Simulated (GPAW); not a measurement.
Runs of GPAW 26.7.0 on MnO. The structure is cubic, space group Fm-3m (No. 225). The conventional cell has a = 4.444 Å, b = 4.444 Å, c = 4.444 Å, α = 90.00°, β = 90.00°, γ = 90.00°. Around Mn (site symmetry m-3m) lie 6 O at 2.22 Å. Around O (site symmetry m-3m) lie 6 Mn at 2.22 Å. 

```tsv
level	potentials or basis	spin	U	fixed moment (μB)	gap on the mesh (eV)	pressure (GPa)	moment (μB)
r2SCAN+U	GPAW PAW data sets (gpaw-data 1.2.1), pw	collinear, ferromagnetic start	Mn d U = 6 eV	-	1.40	8.1	5.00
r2SCAN+U	GPAW PAW data sets (gpaw-data 1.2.1), pw	collinear, zero start	Mn d U = 5 eV	-	none	-25.9	0.00
r2SCAN+U	GPAW PAW data sets (gpaw-data 1.2.1), pw	collinear, ferromagnetic start	Mn d U = 5 eV	-	(b)	(a)	5.00
LDA+U	the program's PAW data sets (release 1.2.1) made for this functional, pw	collinear, ferromagnetic start	Mn d U = 5 eV	1.0	-	-38.3	1.00
LDA+U	the program's PAW data sets (release 1.2.1) made for this functional, pw	collinear, zero start	Mn d U = 7 eV	-	none	-34.2	0.00
```

Alike in all rows: task single point; cell as given; k mesh 7 × 7 × 7; cutoff (eV) 800; smearing gaussian 0.05 eV.

Question: Fill in the values left out.

Answer: (a) 7.5; (b) 1.20.

Caveats: the PAW data sets were made with another functional, which shifts forces and pressure a little (some runs); a cell with one magnetic atom can't hold antiferromagnetic order, which such compounds often take (some runs); an odd mesh through Γ misses points on the zone boundary, where band edges often lie (some runs); the run has no moments, though such compounds are often magnetic (some runs); a magnetic state may lie lower (some runs); a pressure of tens of GPa on the cell as given is suspect, and the run, the potentials or the cell itself is likely at fault (some runs); the total moment is fixed, so each spin has its own Fermi level (some runs).

A gap of «none» marks a metal or a gap under the smearing width.
